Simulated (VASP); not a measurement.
# Ni (P6_3/mmc) in VASP: a series of runs

Runs on Ni. Level: PBEsol. Tasks: equation of state.

All numbers are computed with VASP 6.6.1; they aren't measurements. Logs are shortened: lines on timing, memory, paths and dates and some standing lists are left out, and cuts for length are marked.

## Step 1: The crystal as given

Symmetry: P6_3/mmc, No. 194, hexagonal system. The conventional cell has a = 2.450 Å, b = 2.450 Å, c = 4.011 Å, α = 90.00°, β = 90.00°, γ = 120.00°. Around Ni (site symmetry -6m2) lie 12 Ni at 2.45 Å.

This isn't the form of Ni at room conditions, which is fcc.

## Step 2: Equation of state, PBEsol, collinear spin, ferromagnetic start, 10.00 Å³/atom (a relaxed cell with its volume scaled by 0.96)

INCAR reads:

```
SYSTEM = Ni
ALGO = Fast ; EDIFF = 1E-6
ENCUT = 520 ; GGA = PS
ISIF = 2 ; ISMEAR = -1
ISPIN = 2 ; LASPH = .TRUE.
LCHARG = .FALSE. ; LMAXMIX = 4
LORBIT = 11 ; LREAL = .FALSE.
LWAVE = .FALSE. ; MAGMOM = 1 1
NELM = 120 ; PREC = Accurate
SIGMA = 0.05
```

KPOINTS reads:

```
k-points
0
G
  10 10 6
  0 0 0
```

POSCAR reads:

```
Ni                                      
1.0
    2.4164968329     -0.0000000000     -0.0000000000
   -1.2082484164      2.0927476455      0.0000000000
    0.0000000000      0.0000000000      3.9564077170
  Ni            
     2
Direct
     0.6666666667000030    0.3333333332999970    0.7500000000000000
     0.3333333332999970    0.6666666667000030    0.2500000000000000
```

Potentials or basis: VASP PAW PBE potentials, release 64 (Ni).

The run is started by

```
$ cat potpaw_PBE.64/Ni/POTCAR > POTCAR
$ mpirun -np 1 vasp_std > vasp.out
```

OUTCAR:

```text
SYSTEM = Ni
   EDIFF = 1E-6
   ENCUT = 520
   GGA = PS
   ISIF = 2
   ISMEAR = -1
   ISPIN = 2
   LASPH = .TRUE.
   LORBIT = 11
   LREAL = .FALSE.
   NELM = 120
   PREC = Accurate

 ion  position               nearest neighbor table
   1  0.667  0.333  0.750-   2 2.42   2 2.42   2 2.42   2 2.42   2 2.42   2 2.42
   2  0.333  0.667  0.250-   1 2.42   1 2.42   1 2.42   1 2.42   1 2.42   1 2.42

  LATTYP: Found a hexagonal cell.
 ALAT       =     2.4164968329
 C/A-ratio  =     1.6372492871

  Lattice vectors:

 A1 = (   2.4164968329,   0.0000000000,   0.0000000000)
 A2 = (  -1.2082484164,   2.0927476455,   0.0000000000)
 A3 = (   0.0000000000,   0.0000000000,   3.9564077170)

Analysis of symmetry for initial positions (statically):
=====================================================================
 Subroutine PRICEL returns:
 Original cell was already a primitive cell.

 Routine SETGRP: Setting up the symmetry group for a
 hexagonal supercell.

 Subroutine GETGRP returns: Found 24 space group operations
 (whereof 12 operations were pure point group operations)
 out of a pool of 24 trial point group operations.

The static configuration has the point symmetry D_3d.
 The point group associated with its full space group is D_6h.

Analysis of symmetry for dynamics (positions and initial velocities):
=====================================================================
 Subroutine PRICEL returns:
 Original cell was already a primitive cell.

 Routine SETGRP: Setting up the symmetry group for a
 hexagonal supercell.

 Subroutine GETGRP returns: Found 24 space group operations
 (whereof 12 operations were pure point group operations)
 out of a pool of 24 trial point group operations.

The dynamic configuration has the point symmetry D_3d.
 The point group associated with its full space group is D_6h.

Analysis of structural, dynamic, and magnetic symmetry:
=====================================================================
 Subroutine PRICEL returns:
 Original cell was already a primitive cell.

 Routine SETGRP: Setting up the symmetry group for a
 hexagonal supercell.

 Subroutine GETGRP returns: Found 24 space group operations
 (whereof 12 operations were pure point group operations)
 out of a pool of 24 trial point group operations.

The overall configuration has the point symmetry D_3d.
 The point group associated with its full space group is D_6h.

 Subroutine INISYM returns: Found 24 space group operations
 (whereof 12 operations are pure point group operations),
 and found     1 'primitive' translations

----------------------------------------------------------------------------------------

                                     Primitive cell

  volume of cell :      20.0080

  direct lattice vectors                    reciprocal lattice vectors
     2.416496833  0.000000000  0.000000000     0.413822185  0.238920350  0.000000000
    -1.208248416  2.092747645  0.000000000     0.000000000  0.477840700  0.000000000
     0.000000000  0.000000000  3.956407717     0.000000000  0.000000000  0.252754537

  length of vectors
     2.416496833  2.416496833  3.956407717     0.477840700  0.477840700  0.252754537

  position of ions in fractional coordinates (direct lattice)
     0.666666667  0.333333333  0.750000000
     0.333333333  0.666666667  0.250000000

  ion indices of the primitive-cell ions
   primitive index   ion index
                 1           1
                 2           2

----------------------------------------------------------------------------------------

 KPOINTS: k-points

Automatic generation of k-mesh.
 Grid dimensions read from file:
 generate k-points for:   10   10    6

 Generating k-lattice:

  Cartesian coordinates                     Fractional coordinates (reciprocal lattice)
     0.041382219  0.023892035  0.000000000     0.100000000  0.000000000  0.000000000
     0.000000000  0.047784070  0.000000000     0.000000000  0.100000000  0.000000000
     0.000000000  0.000000000  0.042125756     0.000000000  0.000000000  0.166666667

  Length of vectors
     0.047784070  0.047784070  0.042125756

  Shift w.r.t. Gamma in fractional coordinates (k-lattice)
     0.000000000  0.000000000  0.000000000

 Subroutine IBZKPT returns following result:
 ===========================================

 Found     56 irreducible k-points:

 Following reciprocal coordinates:
            Coordinates               Weight
  0.000000  0.000000  0.000000      1.000000
  0.100000  0.000000  0.000000      6.000000
  0.200000  0.000000  0.000000      6.000000
  0.300000  0.000000  0.000000      6.000000
  0.400000  0.000000  0.000000      6.000000
  0.500000  0.000000  0.000000      3.000000
[... 16 lines left out ...]
  0.300000  0.100000  0.166667     24.000000
  0.400000  0.100000  0.166667     24.000000
 [... further k-points ...]
   k-points           NKPTS =     56   k-points in BZ     NKDIM =     56   number of bands    NBANDS=     15
   number of dos      NEDOS =    301   number of ions     NIONS =      2
   total plane-waves  NPLWV =   9720
   dimension x,y,z NGX =    18 NGY =   18 NGZ =   30
   dimension x,y,z NGXF=    36 NGYF=   36 NGZF=   60
   ions per type =               2
   NGX,Y,Z   is equivalent  to a cutoff of  12.38, 12.38, 12.61 a.u.
   NGXF,Y,Z  is equivalent  to a cutoff of  24.77, 24.77, 25.21 a.u.
 SYSTEM =  Ni
   PREC   = accura    normal or accurate (medium, high low for compatibility)
   ISTART =      0    job   : 0-new  1-cont  2-samecut
   ICHARG =      2    charge: 1-file 2-atom 10-const
   ISPIN  =      2    spin polarized calculation?
   LNONCOLLINEAR =      F non collinear calculations
   LSORBIT =      F    spin-orbit coupling
   LASPH  =      T    aspherical Exc in radial PAW
   ENCUT  =  520.0 eV  38.22 Ry    6.18 a.u.   4.49  4.49  7.36*2*pi/ulx,y,z
   NELM   =    120;   NELMIN=  2; NELMDL= -5     # of ELM steps
   EDIFF  = 0.1E-05   stopping-criterion for ELM
   LREAL  =      F    real-space projection
   EDIFFG = 0.1E-04   stopping-criterion for IOM
   NSW    =      0    number of steps for IOM
   IBRION =     -1    ionic relax: 0-MD 1-quasi-New 2-CG
   NFREE  =      0    steps in history (QN), initial steepest desc. (CG)
   ISIF   =      2    stress and relaxation
   ISYM   =      2    0-nonsym 1-usesym 2-fastsym
   POTIM  = 0.5000    time-step for ionic-motion
   TEBEG  =    0.0;   TEEND  =   0.0 temperature during run
   PSTRESS=    0.0 pullay stress
   NELECT =      20.0000    total number of electrons
   NUPDOWN=      -1.0000    fix difference up-down
   EMIN   =  10.00;   EMAX   =-10.00  energy-range for DOS
   EFERMI =   0.00;   METHOD = LEGACY
   ISMEAR =    -1;   SIGMA  =   0.05  broadening in eV -4-tet -1-fermi 0-gaus
   EFERMI_NEDOS =   21; number of points for ismear=-14 and -15
   IALGO  =     68    algorithm
   IMIX   =      4    mixing-type and parameters
     AMIX     =   0.40;   BMIX     =  1.00
     AMIX_MAG =   1.60;   BMIX_MAG =  1.00
  volume/ion in A,a.u.               =      10.00        67.51
  Fermi-wavevector in a.u.,A,eV,Ry     =   1.636880  3.093254 36.455116  2.679375
  Thomas-Fermi vector in A             =   2.728113
   LORBIT       =     11    0 simple, 1 ext, 2 COOP (PROOUT), +10 PAW based schemes
   GGA     = PS    functional components
   LHFCALC =     F    Hartree Fock is set to
   AEXX    =    0.0000 exact exchange contribution
   IVDW    =     0    specifies the selected vdW correction
   LEPSILON=     F    determine dielectric tensor
   LRPA    =     F    only Hartree local field effects (RPA)
 spin polarized calculation
 RMM-DIIS sequential band-by-band and
  energy-cutoff  :      520.00
  volume of cell :       20.01
 maximum number of plane-waves:       557
 NGX is ok and might be reduce to    18
   NGX =  9   NGY =  9   NGZ = 15

 number of electron      19.9999973 magnetization       1.3185402

 Free energy of the ion-electron system (eV)
  ---------------------------------------------------
  ext. energy  EPLUGINS =         0.00000000
  ---------------------------------------------------
  free energy    TOTEN  =       -12.21529527 eV

  energy without entropy =      -12.18389064  energy(sigma->0) =      -12.19959296

 E-fermi :  10.4606     XC(G=0): -13.9408

 val. band max:       10.4567652615   @ k =   0.5000   0.0000   0.1667
 cond. band min:      10.4608604529   @ k =   0.1000   0.0000   0.1667
 fundamental gap:      0.0040951914
 Fermi energy:        10.4606069688

 spin component 1

 k-point     1 :       0.0000    0.0000    0.0000
  band No.  band energies     occupation
      1       0.7592      1.00000
      2       5.0836      1.00000
      3       7.7610      1.00000
      4       7.8659      1.00000
      5       7.8659      1.00000
      6       8.1740      1.00000
      7       8.1740      1.00000
      8       8.6338      1.00000
      9       8.6338      1.00000
     10       9.7104      1.00000
     11       9.7104      1.00000
     12       9.8940      0.99999
     13      16.6487      0.00000
     14      33.7248      0.00000
     15      36.4772      0.00000
[... 397 lines left out ...]
 k-point    24 :       0.4000    0.1000    0.1667
  band No.  band energies     occupation
      1       5.3729      1.00000
      2       5.8167      1.00000
      3       6.3578      1.00000
      4       6.9167      1.00000
      5       7.7417      1.00000
      6       8.2930      1.00000
      7       8.4919      1.00000
      8       9.6162      1.00000
      9       9.7252      1.00000
     10       9.8739      0.99999
     11      11.4676      0.00000
     12      14.5299      0.00000
     13      18.6336      0.00000
     14      20.9728      0.00000
     15      24.0523      0.00000

 [... further k-points ...]

 spin component 2

 k-point     1 :       0.0000    0.0000    0.0000
  band No.  band energies     occupation
      1       0.7659      1.00000
      2       5.5077      1.00000
      3       8.4808      1.00000
      4       8.5625      1.00000
      5       8.5625      1.00000
      6       8.8912      1.00000
      7       8.8912      1.00000
      8       9.3261      1.00000
      9       9.3261      1.00000
     10       9.8779      0.99999
     11      10.4473      0.56632
     12      10.4473      0.56632
     13      17.0889      0.00000
     14      33.6452      0.00000
     15      36.4506      0.00000
[... 397 lines left out ...]
 k-point    24 :       0.4000    0.1000    0.1667
  band No.  band energies     occupation
      1       5.7575      1.00000
      2       6.3253      1.00000
      3       6.8209      1.00000
      4       7.4044      1.00000
      5       8.3814      1.00000
      6       8.9553      1.00000
      7       9.0134      1.00000
      8      10.3629      0.87597
      9      10.4990      0.31677
     10      10.6721      0.01434
     11      11.9957      0.00000
     12      14.8526      0.00000
     13      18.9104      0.00000
     14      21.1611      0.00000
     15      24.1999      0.00000

 [... further k-points ...]

------------------------ aborting loop because EDIFF is reached ----------------------------------------

  FORCE on cell =-STRESS in cart. coord.  units (eV):
  Direction    XX          YY          ZZ          XY          YZ          ZX
  --------------------------------------------------------------------------------------
  -------------------------------------------------------------------------------------
  Total        1.2851820      1.2851820      1.2947539      0.0000000      0.0000000      0.0000000
  in kB      102.9131996    102.9131996    103.6796896      0.0000000      0.0000000      0.0000000
  external PRESSURE =     103.1686962 kB  Pullay stress =       0.0000000 kB

 VOLUME and BASIS-vectors are now :
 -----------------------------------------------------------------------------
  energy-cutoff  :      520.00
  volume of cell :       20.01
      direct lattice vectors                 reciprocal lattice vectors
     2.416496833  0.000000000  0.000000000     0.413822185  0.238920350  0.000000000
    -1.208248416  2.092747645  0.000000000     0.000000000  0.477840700  0.000000000
     0.000000000  0.000000000  3.956407717     0.000000000  0.000000000  0.252754537

 POSITION                                       TOTAL-FORCE (eV/Angst)
 -----------------------------------------------------------------------------------
      1.20825      0.69758      2.96731        -0.000000     -0.000000      0.000000
     -0.00000      1.39517      0.98910         0.000000      0.000000      0.000000
 -----------------------------------------------------------------------------------
    total drift:                               -0.000000      0.000000     -0.000000

  FREE ENERGIE OF THE ION-ELECTRON SYSTEM (eV)
  ---------------------------------------------------
  free  energy   TOTEN  =       -12.2152952747 eV

  energy  without entropy=      -12.1838906364  energy(sigma->0) =      -12.19959296

 total charge

# of ion       s       p       d       tot
------------------------------------------
    1        0.539   0.584   8.355   9.478
    2        0.539   0.584   8.355   9.478
--------------------------------------------------
tot          1.077   1.168  16.710  18.955

 magnetization (x)

# of ion       s       p       d       tot
------------------------------------------
    1       -0.004  -0.023   0.688   0.661
    2       -0.004  -0.023   0.688   0.661
--------------------------------------------------
tot         -0.008  -0.046   1.375   1.322
```

It took 24 s on 1 thread of Intel Xeon Platinum 8488C (Sapphire Rapids), shared host; peak memory 0.14 GiB.

Results:

```yaml
Free_energy: -12.2153 eV
Pressure: 10.3 GPa
Band_gap_on_the_k_mesh: none (metal or under the smearing width)
Net_moment: 1.32 μB per cell
Site_moments: Ni +0.66 μB
Valence_electrons_inside_the_program's_atomic_spheres: Ni 9.48
```

Caveat: the PAW data sets were made with another functional, which shifts forces and pressure a little.

## Step 3: Equation of state, PBEsol, collinear spin, ferromagnetic start, 10.21 Å³/atom (a relaxed cell with its volume scaled by 0.98)

INCAR is that of step 2.

KPOINTS is that of step 2.

POSCAR reads:

```
Ni                                      
1.0
    2.4331628549     -0.0000000000     -0.0000000000
   -1.2165814275      2.1071808440      0.0000000000
    0.0000000000      0.0000000000      3.9836941497
  Ni            
     2
Direct
     0.6666666667000030    0.3333333332999970    0.7500000000000000
     0.3333333332999970    0.6666666667000030    0.2500000000000000
```

Potentials or basis: VASP PAW PBE potentials, release 64 (Ni).

The run is started by

```
$ cat potpaw_PBE.64/Ni/POTCAR > POTCAR
$ mpirun -np 1 vasp_std > vasp.out
```

Wall time 23 s (1 thread of Intel Xeon Platinum 8488C (Sapphire Rapids), shared host); peak memory 0.14 GiB.

The run converged. Its results:

- Free energy: -12.2347 eV
- Pressure: 4.9 GPa
- Band gap on the k mesh: none (metal or under the smearing width)
- Net moment: 1.33 μB per cell
- Site moments: Ni +0.67 μB
- Valence electrons inside the program's atomic spheres: Ni 9.43

Caveat: the PAW data sets were made with another functional, which shifts forces and pressure a little.

## Step 4: Equation of state, PBEsol, collinear spin, ferromagnetic start, 10.42 Å³/atom

INCAR is that of step 3.

KPOINTS is that of step 3.

POSCAR reads:

```
Ni                                      
1.0
    2.4496036432     -0.0000000000     -0.0000000000
   -1.2248018216      2.1214189843      0.0000000000
    0.0000000000      0.0000000000      4.0106118186
  Ni            
     2
Direct
     0.6666666667000030    0.3333333332999970    0.7500000000000000
     0.3333333332999970    0.6666666667000030    0.2500000000000000
```

The run is started by

```
$ cat potpaw_PBE.64/Ni/POTCAR > POTCAR
$ mpirun -np 1 vasp_std > vasp.out
```

It took 24 s on 1 thread of Intel Xeon Platinum 8488C (Sapphire Rapids), shared host; peak memory 0.15 GiB.

The run converged. Its results:

| Property | Result |
| --- | --- |
| Free energy | -12.2410 eV |
| Pressure | 0.1 GPa |
| Band gap on the k mesh | none (metal or under the smearing width) |
| Net moment | 1.33 μB per cell |
| Site moments | Ni +0.67 μB |
| Valence electrons inside the program's atomic spheres | Ni 9.39 |

Caveat: the PAW data sets were made with another functional, which shifts forces and pressure a little.

## Step 5: Equation of state, PBEsol, collinear spin, ferromagnetic start, 10.63 Å³/atom (a relaxed cell with its volume scaled by 1.02)

INCAR is that of step 4.

KPOINTS is that of step 4.

POSCAR reads:

```
Ni                                      
1.0
    2.4658266567     -0.0000000000     -0.0000000000
   -1.2329133283      2.1354685261      0.0000000000
    0.0000000000      0.0000000000      4.0371729359
  Ni            
     2
Direct
     0.6666666667000030    0.3333333332999970    0.7500000000000000
     0.3333333332999970    0.6666666667000030    0.2500000000000000
```

The run is started by

```
$ cat potpaw_PBE.64/Ni/POTCAR > POTCAR
$ mpirun -np 1 vasp_std > vasp.out
```

It took 23 s on 1 thread of Intel Xeon Platinum 8488C (Sapphire Rapids), shared host; peak memory 0.14 GiB.

Results (log left out):

* Free energy: -12.2355 eV
* Pressure: -4.2 GPa
* Band gap on the k mesh: none (metal or under the smearing width)
* Net moment: 1.34 μB per cell
* Site moments: Ni +0.68 μB
* Valence electrons inside the program's atomic spheres: Ni 9.36

Caveat: the PAW data sets were made with another functional, which shifts forces and pressure a little.

## Step 6: Equation of state, PBEsol, collinear spin, ferromagnetic start, 10.84 Å³/atom (a relaxed cell with its volume scaled by 1.04)

INCAR is that of step 5.

KPOINTS is that of step 5.

POSCAR reads:

```
Ni                                      
1.0
    2.4818389668     -0.0000000000     -0.0000000000
   -1.2409194834      2.1493355934      0.0000000000
    0.0000000000      0.0000000000      4.0633890791
  Ni            
     2
Direct
     0.6666666667000030    0.3333333332999970    0.7500000000000000
     0.3333333332999970    0.6666666667000030    0.2500000000000000
```

Potentials or basis: VASP PAW PBE potentials, release 64 (Ni).

The run is started by

```
$ cat potpaw_PBE.64/Ni/POTCAR > POTCAR
$ mpirun -np 1 vasp_std > vasp.out
```

It took 23 s on 1 thread of Intel Xeon Platinum 8488C (Sapphire Rapids), shared host; peak memory 0.14 GiB.

The run converged. Its results:

| Property | Result |
| --- | --- |
| Free energy | -12.2196 eV |
| Pressure | -7.9 GPa |
| Band gap on the k mesh | none (metal or under the smearing width) |
| Net moment | 1.34 μB per cell |
| Site moments | Ni +0.68 μB |
| Valence electrons inside the program's atomic spheres | Ni 9.32 |

Caveat: the PAW data sets were made with another functional, which shifts forces and pressure a little.

## Step 7: Equation of state, PBEsol, collinear spin, ferromagnetic start

This step only gathers the single runs of the series.

Results:

```
Equilibrium volume                        : 10.42 Å³/atom
Bulk modulus at fixed shape and positions : 225 GPa
Pressure derivative of the bulk modulus   : 4.9 (rough: it moves with the points fitted)
```

Energy against volume, from the lowest point:
| volume (Å³/atom) | energy (meV/atom) |
| --- | --- |
| 10.004 | 12.85 |
| 10.212 | 3.12 |
| 10.421 | 0.00 |
| 10.629 | 2.74 |
| 10.838 | 10.70 |

Caveat: the cell was scaled at fixed shape and fractional positions, which overstates the stiffness of a crystal with free parameters, most of all of layers and chains; the PAW data sets were made with another functional, which shifts forces and pressure a little.
